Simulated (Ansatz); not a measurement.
# In3H2: from a trial structure to a relaxed crystal

The calculation used DFT PBE, scalar-relativistic, plane waves, PAW (Ansatz 0.2.0). Cutoff 420 eV, Γ-centred k mesh, Gaussian smearing, no spin polarisation in the final step.

The start puts In3H2 on the A-type sesquioxide structure type (P-3m1, No. 164), with H in place of La, In in place of O, at a guessed volume.

```
In H
1.0
     3.94803    0.00000    0.00000
    -1.97402    3.41910    0.00000
     0.00000    0.00000    6.14250
In H
3 2
Direct
  0.00000 0.00000 0.00000
  0.33333 0.66667 0.64500
  0.66667 0.33333 0.35500
  0.33333 0.66667 0.24500
  0.66667 0.33333 0.75500
```

Steps on the 6×6×4 mesh (5 atoms). 12 of 18 steps are shown, and the free energy counts from the last. Trial steps that were taken back and renewals of the plane-wave basis can be among the rows.

| step | ΔF (meV/atom) | V (Å³/atom) | P (GPa) | largest force component (eV/Å) |
| --- | --- | --- | --- | --- |
| 1 | 207.7 | 16.58 | 6.77 | 1.126 |
| 3 | 99.6 | 18.47 | 0.41 | 0.159 |
| 4 | 81.2 | 18.56 | 0.31 | 0.181 |
| 6 | 55.1 | 17.98 | 0.13 | 0.168 |
| 7 | 53.1 | 17.84 | 0.59 | 0.159 |
| 9 | 45.9 | 18.08 | 0.02 | 0.048 |
| 10 | 45.5 | 18.07 | -0.36 | 0.003 |
| 12 | 26.1 | 18.01 | 1.54 | 0.027 |
| 13 | 12.3 | 18.23 | 1.11 | 0.022 |
| 15 | 1.0 | 19.12 | -0.26 | 0.037 |
| 16 | 2.9 | 19.06 | -0.03 | 0.190 |
| 18 | 0.0 | 19.02 | -0.07 | 0.002 |

A final relaxation ran on a 12×12×6 mesh. The relaxed crystal, P-3m1 (No. 164):

Space group P-3m1 (No. 164). a = 3.572 Å, b = 3.572 Å, c = 8.523 Å, α = 90.00°, β = 90.00°, γ = 120.00°
```json
{"atom": "In", "site": "1a", "symmetry": "-3m.", "x": "0.0000", "y": "0.0000", "z": "0.0000"}
{"atom": "In", "site": "2d", "symmetry": "3m.", "x": "0.3333", "y": "0.6667", "z": "0.6557"}
{"atom": "H", "site": "2d", "symmetry": "3m.", "x": "0.3333", "y": "0.6667", "z": "0.2509"}
```

- Volume per atom: 18.83 Å³
- Density: 6.11 g/cm³
- Energy over the elements: 0.34 eV/atom
- Gap on the 12×12×6 mesh: 0 eV (a metal)

The zero of energy is the elements' standard structures at the same level (H₂ as a molecule); no fitted shifts are applied.

The final run used a 12×12×6 mesh on its 5-atom cell and 0.10 eV smearing. For metals, differences of a few meV/atom aren't resolved.

Symmetry constrained the relaxation, so the result can be a saddle point.

Cost: 3 runs of about 3.6 core-minutes in all, on Intel Xeon Platinum 8259CL (Skylake/Cascade Lake) (shared hosts).